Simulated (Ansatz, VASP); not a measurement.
# One calculation of Ba, two programs

```
CELL_PARAMETERS angstrom
3.73131 0.00000 0.00000
-1.86566 3.23141 0.00000
0.00000 0.00000 5.50607
ATOMIC_POSITIONS crystal
Ba 0.33333 0.66667 0.25000
Ba 0.66667 0.33333 0.75000
```

Alike in both runs: functional PBE; k mesh 10 × 10 × 6; occupations fermi-dirac, width 0.1 eV; no spin polarisation.

Ansatz relaxed the structure, and its values are those at the end. VASP's run is a single point on that final structure, the one shown.

```csv
,VASP,Ansatz
version,VASP 6.6.1,Ansatz 0.2.0
potentials or method,"VASP PAW PBE potentials, release 64 (Ba_sv)","PAW with Ansatz's default frozen-core files, scalar-relativistic"
plane-wave cutoff (eV),520,420
valence electrons in the cell,20,20
```

```tsv
	VASP	Ansatz	Ansatz less VASP
pressure (GPa)	12.6	11.0	-1.66
```

With one functional, cell and mesh, what is left measures potentials, basis and numerics.

Spin-orbit coupling is left out, which matters for the levels of Ba.
